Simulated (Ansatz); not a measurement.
Mg2Sn built on the antifluorite prototype at its r2SCAN geometry, run in the plane-wave code Ansatz at 2 levels of theory. Calculated for a static, non-magnetic cell.

The r2SCAN input:
```yaml
crystal:
  lattice:
    - [0.0, 3.3799352829, 3.3799352829]
    - [3.3799352829, 0.0, 3.3799352829]
    - [3.3799352829, 3.3799352829, 0.0]
  atoms:
    - { symbol: Sn, position: [0.0, 0.0, 0.0] }
    - { symbol: Mg, position: [0.25, 0.25, 0.25] }
    - { symbol: Mg, position: [0.75, 0.75, 0.75] }
kpoints:
  mp_grid: { grid: [6, 6, 6] }
  band_path:
    path:
      - [0.0, 0.0, 0.0]
      - [0.5, 0.0, 0.5]
      - [0.625, 0.25, 0.625]
      - [0.375, 0.375, 0.75]
      - [0.5, 0.5, 0.5]
      - [0.5, 0.25, 0.75]
    npoints: 1
hamiltonian:
  xc: r2scan
scf:
  occupations: { method: fermi_dirac, width: 0.02 }
  n_extra_bands: 4
output:
  forces: true
  stress: true
  eigenvalues: true
```

Main results, then, where recorded, the levels near the gap in eV from the Fermi energy (columns number the bands from 0), one row a point of the path (Γ, X, U, K, L, W):
```
Crystal: 3 atoms, lattice volume = 77.225 Å³
Symmetry: 48 space group operations
Space group: Fm-3m (ITA 225)
```
```
Basis set: ecut = 500 eV, 1917 PW (Γ)
k-points: 16 of 216
SCF converged after 6 iterations
Free energy (F): -9892.215793 eV
Internal energy: -9892.215742 eV  (E = F + TS)
E sigma→0 (E₀):  -9892.215767 eV
Entropy (-TS):   -0.000051 eV (-0.017 meV/atom)
Fermi energy:    7.047315 eV
--- Stress (GPa, compression-positive) ---
       -0.006008       0.000000       0.000000
        0.000000      -0.006008       0.000000
        0.000000       0.000000      -0.006008
  P = ⅓ Tr σ = -0.0060 GPa (-0.060 kbar)
```
```tsv
band_14	band_15	band_16	band_17	band_18	band_19
-0.097	-0.097	-0.097	1.922	2.309	2.309
-4.811	-2.298	-2.298	0.097	0.315	7.793
-4.381	-3.732	-1.956	0.589	2.865	5.644
-4.381	-3.732	-1.956	0.589	2.865	5.644
-5.051	-0.970	-0.970	1.043	2.389	2.389
-3.966	-3.966	-2.879	2.851	3.281	3.281
```

r2SCAN gives an indirect gap of 0.19 eV, from Γ to X; the least direct gap is 2.01 eV at L.

HSE06. Against the first input these blocks differ (the band path and keys that only write files left aside):
```yaml
kpoints:
  mp_grid: { grid: [4, 4, 4] }
hamiltonian:
  xc: hse06
```

```
Basis set: ecut = 420 eV, 1459 PW (Γ)
k-points: 8 of 64
Exchange kernel: α = 0.2500, screened, ω = 0.2079 Å⁻¹, Wigner–Seitz truncation, v(0) = 1042.3718 eV·Å³, q-mesh 4×4×4
hybrid outer 1: dexx = +1.302e-2 eV, tail = 6.51e-5 eV
hybrid outer 2: dexx = +2.503e-7 eV, tail = 4.18e-8 eV, Δε = 3.38e-3 eV
hybrid SCF converged: 2 outer / 8 inner (+5 warm-up)
Free energy (F): -9877.073363 eV
Internal energy: -9877.073227 eV  (E = F + TS)
E sigma→0 (E₀):  -9877.073295 eV
Entropy (-TS):   -0.000136 eV (-0.045 meV/atom)
Fermi energy:    6.941006 eV
--- Stress (GPa, compression-positive) ---
        0.045083       0.000000       0.000000
        0.000000       0.045083       0.000000
        0.000000       0.000000       0.045083
  P = ⅓ Tr σ = 0.0451 GPa (0.451 kbar)
```
```tsv
band_14	band_15	band_16	band_17	band_18	band_19
-0.102	-0.102	-0.102	1.987	2.502	2.502
-5.187	-2.436	-2.436	0.102	0.390	7.963
-4.717	-3.992	-2.068	0.648	3.015	5.908
-4.717	-3.992	-2.068	0.648	3.015	5.908
-5.438	-1.019	-1.019	1.079	2.570	2.570
-4.261	-4.261	-3.048	2.994	3.444	3.444
```

The HSE06 gap is indirect, 0.20 eV (Γ to X), below the direct gap of 2.09 eV at Γ. The mean stress, 0.0 GPa, is small, and the program warns that its thresholds are loose for a hybrid's stress.

Small level splittings and stresses of the hybrids carry the error of their coarser meshes.

Totals of different functionals can't be compared.

No spin-orbit coupling is included; it can move band edges with weight on the heavy atoms by tenths of an eV.

The meshes of the hybrids are coarse, so their gaps aren't converged to the digits shown.
